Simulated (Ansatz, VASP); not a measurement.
# GaSi31H (Ga-H pair in Si): VASP beside Ansatz, part 2 of 2

Wanted: the spread between two codes on one cell, functional and k mesh. The cell is taken from a series of runs on this material, whose earlier steps may have relaxed, scaled, displaced or heated it; both programs get it as it stands.

VASP 6.6.1 and Ansatz 0.2.0.

So far. Step 2 (VASP: single point, HSE06): The run ends at a pressure of 0.93 GPa, with forces up to 9.0 eV/Å.

In doubt: a hybrid run on one k-point, which bears on gaps, levels and energies.

### Step 3. Ansatz: single point, HSE06

Level of this step: Ansatz beside VASP: Kohn-Sham DFT, plane waves, HSE06 (Ansatz).

Ansatz runs on its default PAW (the set named soft_2) files.

The same cell, functional, mesh and smearing now go to Ansatz.

The input, input.yaml:

```yaml
crystal:
  lattice:
    - [-5.46978324, 5.46978324, 5.46978324]
    - [5.46978324, -5.46978324, 5.46978324]
    - [5.46978324, 5.46978324, -5.46978324]
  atoms:
    - { symbol: Si, position: [0.000498473, -0.000328758, 0.499692414] }
    - { symbol: Si, position: [-0.009708499, 0.244482717, 0.244246605] }
    - { symbol: Si, position: [0.000476974, 0.500025751, -0.000624639] }
    - { symbol: Si, position: [0.006818106, 0.755582569, 0.755337678] }
    - { symbol: Si, position: [0.249180871, -0.002074491, 0.249341865] }
    - { symbol: Si, position: [0.249081549, 0.249141328, -0.0021606] }
    - { symbol: Si, position: [0.245836832, 0.499838401, 0.755418593] }
    - { symbol: Si, position: [0.245774836, 0.755195076, 0.499814123] }
    - { symbol: Si, position: [0.500773785, 0.00031947, -1.3135e-05] }
    - { symbol: Si, position: [0.499779608, 0.248591964, 0.750343382] }
    - { symbol: Ga, position: [0.556466505, 0.50011125, 0.499630157] }
    - { symbol: Si, position: [0.499764454, 0.750668349, 0.248352475] }
    - { symbol: Si, position: [0.751193253, 0.001842952, 0.75136548] }
    - { symbol: Si, position: [0.751175439, 0.244120485, 0.499872671] }
    - { symbol: Si, position: [0.751194382, 0.499827195, 0.244368728] }
    - { symbol: Si, position: [0.751112974, 0.751124428, 0.001917929] }
    - { symbol: Si, position: [9.1595e-05, 0.000127606, 0.251216742] }
    - { symbol: Si, position: [0.000144717, 0.25159416, -6.4373e-05] }
    - { symbol: Si, position: [-0.003554504, 0.499938475, 0.750435745] }
    - { symbol: Si, position: [-0.003472498, 0.750799401, 0.499756692] }
    - { symbol: Si, position: [0.255247062, 0.003088333, 0.003195012] }
    - { symbol: Si, position: [0.248596563, 0.248429989, 0.748348573] }
    - { symbol: Si, position: [0.213378184, 0.499727842, 0.499918698] }
    - { symbol: Si, position: [0.248571995, 0.748330411, 0.248485193] }
    - { symbol: Si, position: [0.499908434, -0.000246379, 0.751001769] }
    - { symbol: Si, position: [0.501789508, 0.23780693, 0.499767434] }
    - { symbol: Si, position: [0.501610086, 0.499991392, 0.237272807] }
    - { symbol: Si, position: [0.499981479, 0.751422371, -0.00040358] }
    - { symbol: Si, position: [0.751998002, -0.003511539, 0.499958957] }
    - { symbol: Si, position: [0.74565999, 0.248995323, 0.249103772] }
    - { symbol: Si, position: [0.75196773, 0.499769173, -0.003314797] }
    - { symbol: Si, position: [0.764046718, 0.76213079, 0.762273922] }
    - { symbol: H, position: [0.419282715, 0.499537891, 0.499611566] }
basis:
  ecutwfc: 420
  xc_grid: 2
hamiltonian:
  xc: hse06
kpoints:
  mp_grid: { grid: [1, 1, 1] }
scf:
  occupations: { method: fermi_dirac, width: 0.01 }
  max_iter: 120
output:
  forces: true
checkpoint:
  read: "../relax.run"
```

Started as:

```bash
> ansatz run input.yaml --threads 2 --pin off --max-ram 4710MiB --backend cpu --events-out ev --progress --plain --runs-dir out
```

Numbers of over 12 decimals in the logs are rounded to 6 here.

What it wrote:

```text
Warning: checkpoint.read: the run can stay near the saved state's solution: 2 site(s) moved relative to the saved geometry (max |Δs| = 4.775e-2 fractional); the SCF starts from the saved state under `checkpoint.density_extrapolation: transplant`, in force with no word given; its orbitals are not used off its sites. A run without `checkpoint.read` takes nothing of the state. A lower free energy from it at the same positions (and U, V and field ramp, if any) shows a solution that this start missed, and an equal or higher one rules none out (checkpoint.read, Limitations, in the input reference)
exact exchange: scf.exx.singularity resolves to wigner_seitz, which cuts the screened interaction at the faces of the exchange supercell's Wigner-Seitz cell, so that each pair interacts once, at the shortest of its separations (the periodic images that this leaves out come, for a point-like exchange hole, to about 0.019 eV on a filled level). The cut falls within the interaction's reach, and what an exchange supercel [...]
Engine: ansatz 0.2.0, aarch64-unknown-linux-gnu
Pseudopotentials: kind: paw
Pseudopotential: Si, paw, valence charge 4, recommended cutoff 420 eV (normal), Si.paw.azcp
Pseudopotential: Ga, paw, valence charge 13, recommended cutoff 420 eV (normal), Ga.paw.azcp
Pseudopotential: H, paw, valence charge 1, recommended cutoff 420 eV (normal), H.paw.azcp
Functional definition: HSE06
  parameter a = 0.25
  parameter omega = 0.11/bohr
  exchange = pbe_x - a*pbe_x_sr(omega) + a*exact_x_sr(omega)
  correlation = pbe_c
Crystal: 33 atoms, lattice volume = 654.591 Å³
Basis set: ecut = 420 eV, 12839 PW (Γ), exchange–correlation on 128×128×128 points (8 copies of the dense FFT grid, shifted against one another)
Bands: 102, of which v1, the nominal top of the filled ones, is band 69 counted from 1 (68 counted from 0)
Symmetry: 1 space group operations
Space group: P1 (ITA 1), of the structure as read, at distance tolerance 8.7e-5 Å
k-points: 1
Non-local potential: Si, projectors of the file, l = 0: 2, l = 1: 2, l = 2: 2
Non-local potential: Ga, projectors of the file, l = 0: 2, l = 1: 2, l = 2: 3, l = 3: 1
Non-local potential: H, projectors of the file, l = 0: 2, l = 1: 1
PAW form: soft (Blöchl's): semilocal exchange-correlation on the pseudo side does not see the compensation charge
PAW frozen core: Si, regenerated for the run's functional, and the local potential with it (the file was generated under x = pbe(κ = 0.804, μ = 0.219515), c = pbe(β = 0.066725))
PAW frozen core: Ga, regenerated for the run's functional, and the local potential with it (the file was generated under x = pbe(κ = 0.804, μ = 0.219515), c = pbe(β = 0.066725))
PAW one-centre angular grid: Si, 110 points (default); XC on 64 Gauss nodes
PAW one-centre angular grid: Ga, 590 points (default); XC on 64 Gauss nodes
PAW one-centre angular grid: H, 110 points (default); XC on 64 Gauss nodes
Initial density: read from a saved state, or passed on in memory by an earlier SCF of this step, an earlier step, the calling program or the single point that the run made first, carried with its atoms to this geometry
Initial wavefunctions: pseudopotential atomic-orbital guess
Functional: x = pbe(κ = 0.804, μ = 0.219515), c = pbe(β = 0.066725), warm-up for x = pbe(κ = 0.804, μ = 0.219515) + 0.25 (exact − pbe) at short range (hse, ω = 0.207870 Å⁻¹), c = pbe(β = 0.066725); HSE06 as pw.x's `hse` composes it (authors' and Libxc's form: `xc: wpbeh`)
iter 1 solved again at ethr=1.17e-3 eV; its pass at ethr=1.00e-1 eV (dr2=1.62e0 eV) is discarded
SCF iter   1: F=—  HF=-23502.069972 eV  |F-HF|=—  |Δ(HF+E_count)|=         —  Δρ=1.70e-2  dr2=1.61e0  ethr=1.17e-3  ⟨swp⟩=13.0  Hψ=638  notcnv=0
preconditioner: auto → none  [insulator: Δε(μ)=0.373 eV  Ē_g=8.580 eV  σ=0.010 eV  W_gap=1.00  n_scr=86 (ndim 8)  ℏωp=17.0 eV  f_vac=0.000  D(μ)=0.00/eV (n_scr^D=0)]
SCF iter   2: F=—  HF=-23501.650763 eV  |F-HF|=—  |Δ(HF+E_count)|=   4.19e-1  Δρ=5.33e-3  dr2=3.36e-1  ethr=1.17e-3  ⟨swp⟩=8.0  Hψ=282  notcnv=0  defer=1
SCF iter   3: F=—  HF=-23501.592221 eV  |F-HF|=—  |Δ(HF+E_count)|=   5.85e-2  Δρ=2.53e-3  dr2=5.65e-2  ethr=2.43e-4  ⟨swp⟩=7.0  Hψ=297  notcnv=0
SCF iter   4: F=—  HF=-23501.583773 eV  |F-HF|=—  |Δ(HF+E_count)|=   8.45e-3  Δρ=9.64e-4  dr2=1.00e-2  ethr=4.09e-5  ⟨swp⟩=6.0  Hψ=297  notcnv=0
iter 5 solved again at ethr=6.29e-7 eV; its pass at ethr=7.27e-6 eV (dr2=8.68e-4 eV) is discarded
SCF iter   5: F=—  HF=-23501.582382 eV  |F-HF|=—  |Δ(HF+E_count)|=   1.39e-3  Δρ=3.17e-4  dr2=8.45e-4  ethr=6.29e-7  ⟨swp⟩=3.0  Hψ=441  notcnv=0
SCF iter   6: F=—  HF=-23501.582368 eV  |F-HF|=—  |Δ(HF+E_count)|=   1.37e-5  Δρ=9.24e-5  dr2=1.09e-4  ethr=6.12e-7  ⟨swp⟩=4.0  Hψ=198  notcnv=0
SCF iter   7: F=-23501.582361 eV  HF=-23501.582359 eV  |F-HF|=1.36e-6  |Δ(HF+E_count)|=   9.07e-6  Δρ=3.20e-5  dr2=4.29e-6  ethr=7.92e-8  ⟨swp⟩=3.0  Hψ=199  notcnv=0
SCF 1 stopped early in 7 iterations: F = -23501.582361 eV  dr2 = 4.29e-6
  greatest PAW one-centre occupation: 0.994 electrons in one spin orbital (limit 2), on the Ga atom at site 10 (counted from 0), in its partial waves of l = 2
Initial density: handed on by an earlier stage of this run
Initial wavefunctions: those handed on with the density
[...]
SCF iter   4: F=—  HF=-23517.529171 eV  |F-HF|=—  |Δ(HF+E_count)|=   2.11e-3  Δρ=3.82e-4  dr2=1.11e-3  ethr=3.11e-8  ⟨swp⟩=5.0  Hψ=323  notcnv=0
SCF iter   5: F=—  HF=-23517.531944 eV  |F-HF|=—  |Δ(HF+E_count)|=   2.77e-3  Δρ=2.48e-4  dr2=1.15e-3  ethr=3.11e-8  ⟨swp⟩=5.0  Hψ=361  notcnv=0
SCF iter   6: F=—  HF=-23517.531767 eV  |F-HF|=—  |Δ(HF+E_count)|=   1.77e-4  Δρ=1.10e-4  dr2=5.35e-4  ethr=3.11e-8  ⟨swp⟩=5.0  Hψ=345  notcnv=0
SCF iter   7: F=—  HF=-23517.531651 eV  |F-HF|=—  |Δ(HF+E_count)|=   1.15e-4  Δρ=3.48e-5  dr2=6.25e-5  ethr=3.11e-8  ⟨swp⟩=4.0  Hψ=234  notcnv=0
SCF iter   8: F=-23517.531799 eV  HF=-23517.531811 eV  |F-HF|=1.22e-5  |Δ(HF+E_count)|=   1.60e-4  Δρ=4.74e-5  dr2=2.40e-5  ethr=1.81e-8  ⟨swp⟩=5.0  Hψ=270  notcnv=0
SCF 2 stopped early in 8 iterations: F = -23517.531799 eV  dr2 = 2.40e-5
  Residual-converged pass: ⟨swp⟩=4.0  Hψ=275  notcnv=0  max |occ|·‖R‖ = 5.3e-6 eV (tolerance 6.7e-6 eV)  dr2=2.39e-5  dr2_onsite=6.13e-7  max |Δocc| = 0.0e0
hybrid outer 1: dexx = +7.845e-2 eV, tail = 7.85e-5 eV
Exchange kernel: α = 0.2500, screened, ω = 0.2079 Å⁻¹, Wigner–Seitz truncation, v(0) = 842.9347 eV·Å³, q-mesh 1×1×1, nearest image of the exchange supercell L = 9.47 Å, pair-density grid 36×36×36, without the augmentation charges, whose exchange is taken in its separable form (sized by the pseudopotential files, 54×54×54 at the most)
Frozen-core exchange: fock
SCF iter   1: F=—  HF=-23517.530826 eV  |F-HF|=—  |Δ(HF+E_count)|=         —  Δρ=2.61e-5  dr2=7.81e-6  ethr=2.84e-7  ⟨swp⟩=8.0  Hψ=273  notcnv=0
preconditioner: auto → none  [insulator: Δε(μ)=0.919 eV  Ē_g=9.865 eV  σ=0.010 eV  W_gap=1.00  n_scr=86 (ndim 8)  ℏωp=16.9 eV  f_vac=0.000  D(μ)=0.00/eV (n_scr^D=0)]
SCF iter   2: F=—  HF=-23517.530824 eV  |F-HF|=—  |Δ(HF+E_count)|=   1.83e-6  Δρ=7.21e-6  dr2=9.19e-7  ethr=5.20e-9  ⟨swp⟩=3.0  Hψ=207  notcnv=0
SCF iter   3: F=—  HF=-23517.530826 eV  |F-HF|=—  |Δ(HF+E_count)|=   1.69e-6  Δρ=5.09e-6  dr2=2.46e-7  ethr=2.72e-10  ⟨swp⟩=6.0  Hψ=301  notcnv=0
SCF iter   4: F=-23517.530826 eV  HF=-23517.530826 eV  |F-HF|=2.62e-8  |Δ(HF+E_count)|=   7.70e-9  Δρ=1.57e-6  dr2=3.79e-8  ethr=1.65e-10  ⟨swp⟩=4.0  Hψ=217  notcnv=0  defer=11
SCF 3 converged in 4 iterations: F = -23517.530826 eV  dr2 = 3.79e-8
  Residual-converged pass: ⟨swp⟩=4.0  Hψ=241  notcnv=0  max |occ|·‖R‖ = 1.4e-6 eV (tolerance 2.0e-6 eV)  dr2=3.96e-8  dr2_onsite=4.65e-10  max |Δocc| = 0.0e0
hybrid outer 2: dexx = +2.073e-6 eV, tail = 9.04e-8 eV, Δε = 3.68e-3 eV (about 2.05e-4 eV left of the loop's levels), ΔF = 4.91e-3 eV/Å (tail 6.49e-4)
WARN: the filled states extend beyond the cell (their overlap across the Brillouin zone is 0.358, against 0 in a metal and nearly 1 for localised states). With one k-point a hybrid's gap, moments and forces can then be wrong. Use a denser k-mesh, or a larger cell for a defect
hybrid SCF converged: 2 outer / 12 inner (+7 warm-up), last move |dexx| = 2.07e-6 eV, tail = 9.04e-8 eV
Stability not checked: this state was not tested for a lower state beside it, because the functional holds exact exchange (a hybrid, or Hartree-Fock), whose exchange loop this test does not read (fock_operator; see scf.lower_state_search)
Free energy (F): -23517.530826 eV
Frozen-core exchange: fock
Harris-Foulkes:  -23517.530826 eV  (|F-HF|=2.62e-8)
Internal energy: -23517.530826 eV  (E = F + TS)
E sigma→0 (E₀):  -23517.530826 eV
Fermi energy:    6.298310 eV
--- Per-component energies (eV) ---
  E_band       = -74.127045
  E_kinetic    = 1394.483410
  E_local      = -3677.775549  (includes V_loc(G=0)·N_el)
  E_nonlocal   = 1206.855280
  E_hartree    = 1575.475690
  E_xc         = -1458.733915
  E_vxc        = -1241.162643  (∫ρ·V_xc dr)
  E_exx        = -223.749188  (= α·E_x^exact, valence–valence)
  E_paw        = -18004.567695  (= ΣΔE_a)
  E_vpaw       = -459.977558  (= ΣTr[D̂ρ^β])
  E_aug_tail   = -0.001298  (compensation charges beyond the density's cutoff)
  E_ewald      = -4327.797185
  E_core_change = -1.720360  (= ΣΔE_core)
  E_smearing   = -0.000000  (= −TS)
  E_closure    = -0.000013  (closes the sum)
  Σ components = -23517.530826   (vs F -23517.530826, Δ=-3.64e-12)
--- Forces (eV/Å), atoms counted from 1 ---
  atom   1  Si    -0.05775123     0.06030151     0.09876656
  atom   2  Si    -0.09720354     0.17457725     0.17461993
  atom   3  Si    -0.05841240     0.10190877     0.05697605
  atom   4  Si     0.19758628     0.08277789     0.08099686
  atom   5  Si     0.01046984    -0.02439578     0.05301612
  atom   6  Si     0.01207623     0.05091565    -0.02432505
  atom   7  Si    -0.17407323     0.09958738     0.17513061
  atom   8  Si    -0.17449814     0.17359513     0.09568895
  atom   9  Si    -0.10137510     0.05998381     0.05705608
  atom  10  Si     0.02511064    -0.01255554     0.05203107
  atom  11  Ga    -3.58539683     3.59036712     3.61719921
  atom  12  Si     0.02527365     0.05249141    -0.01355086
  atom  13  Si    -0.05217749    -0.02539224    -0.01195385
  atom  14  Si    -0.08244169     0.08141305    -0.19640488
  atom  15  Si    -0.08268451    -0.19794280     0.08403988
  atom  16  Si    -0.05263854    -0.01386351    -0.02440172
  atom  17  Si    -0.01897188    -0.05588565    -0.02937915
  atom  18  Si    -0.01926239    -0.02708966    -0.05820082
  atom  19  Si    -0.04071707    -0.28152344     0.04040178
  atom  20  Si    -0.03980197     0.04033573    -0.28320789
  atom  21  Si    -0.05218176     0.00588761     0.00780062
  atom  22  Si     0.05721962     0.01648325    -0.02654316
  atom  23  Si    -0.88389292     0.87964173     0.88688265
  atom  24  Si     0.05761098    -0.02702338     0.02003567
  atom  25  Si     0.02780095    -0.05508393     0.01973592
  atom  26  Si    -0.19281489     0.19391298     0.05765669
  atom  27  Si    -0.19493463     0.06166385     0.19427317
  atom  28  Si     0.02749479     0.01858940    -0.05726903
  atom  29  Si    -0.00730701     0.00580233     0.05284679
  atom  30  Si     0.28364074     0.03888273     0.04182379
  atom  31  Si    -0.00790594     0.05184192     0.00805225
  atom  32  Si    -0.05900466     0.18918929     0.19522070
  atom  33  H      5.31112550    -5.30934863    -5.34497094
  max |Σ_I F_I| component: 4.52e-5 eV/Å
--- Band table (eV) ---
  k-point 0: bands = [... 65 lower, 4.7726, 5.6832, 5.8346, 5.8355, 6.7546]
  guard bands above this table: 32 of the run's 102 bands. The solve was not asked for them (output.publish_guard_bands: true or output.eigenvalues: true publishes all)
```

In the SCF lines HF is the Harris–Foulkes energy and dr2 the Hartree energy of the density residual, in eV; the loop may stop once dr2 is under the threshold and the program's other checks hold. Hψ counts applications of the Hamiltonian.

### Step 4. Comparison

Known differences besides the potentials themselves: exact exchange at q = 0 is treated differently, which shows on coarse meshes; VASP keeps PBE cores, Ansatz makes them for the functional; the cutoff is 420 eV in Ansatz and 400 eV in VASP (PREC = Accurate, projectors in real space); VASP takes a coarser grid for exact exchange (PRECFOCK = Fast). Total energies have different zeros and are not compared.

Compared:

| quantity | Ansatz | VASP | difference |
| --- | --- | --- | --- |
| gap on the k mesh (eV) | 0.919 | 0.966 | -0.047 |

Forces on 7 of the 33 atoms, those with the largest forces and the largest differences (eV/Å; atoms numbered as in POSCAR):

| atom | Ansatz x, y, z | VASP x, y, z |
| --- | --- | --- |
| Si18 | -0.041, -0.282, 0.040 | -0.042, -0.277, 0.042 |
| Si19 | -0.040, 0.040, -0.283 | -0.042, 0.042, -0.279 |
| Si22 | -0.884, 0.880, 0.887 | -0.870, 0.866, 0.873 |
| Si26 | -0.195, 0.062, 0.194 | -0.200, 0.057, 0.199 |
| Si29 | 0.284, 0.039, 0.042 | 0.280, 0.041, 0.044 |
| Ga32 | -3.585, 3.590, 3.617 | -3.489, 3.495, 3.520 |
| H33 | 5.311, -5.309, -5.345 | 5.212, -5.210, -5.244 |

The forces differ by 24 meV/Å r.m.s., which is 2.2 % of the r.m.s. force of 1.109 eV/Å (both taken over all components). A gap on the mesh is an upper bound, since the band edges may lie between its points.

### Step 5. Results

- r.m.s. force difference (single point, HSE06): 2.2 % of the r.m.s. force
- difference in gap on the k mesh (single point, HSE06): -0.047 eV

**Reading.** The r.m.s. force difference is 2.2 % of the r.m.s. force (single point, HSE06), within the 3 % picked in this series as the mark of a large difference. How closely two codes agree says nothing of how well the functional describes the real material.

[Lines on the potential files, build, host, timing and source positions are cut from VASP's logs without a mark.]

[Logs are printed without paths, hosts, clocks, repeated set-up lines and the standing remarks that a program may print on its own settings, such as how far it seeks lower states.]

[Hosts, paths, dates, database ids (printed as entryN), source tags and the programs' standing remarks are cut or masked in the printed files.]
